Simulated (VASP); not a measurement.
Set up this calculation in VASP 6.6.1, as the native input.

| Quantity | Value |
| --- | --- |
| Task | single point |
| Functional | PBEsol |
| Potentials or basis | VASP PAW PBE potentials, release 64 (Sc_sv) |
| Cutoff | 520 eV |
| k mesh | 4 × 4 × 4 |
| Occupations | gaussian, width 0.1 eV |
| Spin | no spin polarisation |
| Dipole correction | no |
| Further INCAR settings | ALGO = Normal; EDIFF = 1e-06; NBANDS = 30 |

The structure of Sc lies in POSCAR:

```
Sc
1.0
   -3.0880123167      3.0880123167      2.7062434742
    3.0880123167     -3.0880123167      2.7062434742
    3.0880123167      3.0880123167     -2.7062434742
Sc
4
Direct
    0.1637304900      0.3362695100      0.5000000000
    0.6637304900      0.1637304900      0.8274609700
    0.3362695100      0.8362695100      0.1725390300
    0.8362695100      0.6637304900      0.5000000000
```

This isn't the form of Sc at room conditions, which is hcp.

The input as run:

INCAR

```
ALGO = Normal
EDIFF = 1E-6
ENCUT = 520
GGA = PS
ISIF = 2
ISMEAR = 0
LASPH = T
LCHARG = F
LREAL = F
LWAVE = F
NBANDS = 30
NELM = 100
PREC = Accurate
SIGMA = 0.1
```

KPOINTS

```
k-points
0
Gamma
  4 4 4
```

Potentials or basis: VASP PAW PBE potentials, release 64 (Sc_sv).

Command:

```bash
$ cat potpaw_PBE.64/Sc_sv/POTCAR > POTCAR
$ mpirun -np 1 vasp_std > vasp.out
```

Results of the run:

```json
{
 "Pressure": "-2.0 GPa",
 "Largest force": "0.010 eV/Å",
 "Band gap on the k mesh": "none (metal or under the smearing width)"
}
```

Caveat: the k mesh is coarse (spacing up to 0.39 Å⁻¹), so the values aren't converged; the PAW data sets were made with another functional, which shifts forces and pressure a little.

Run time: 19 s on 1 thread of Intel(R) Xeon(R) 6975P-C (Granite Rapids), with other jobs on the host, peak memory 0.23 GiB.
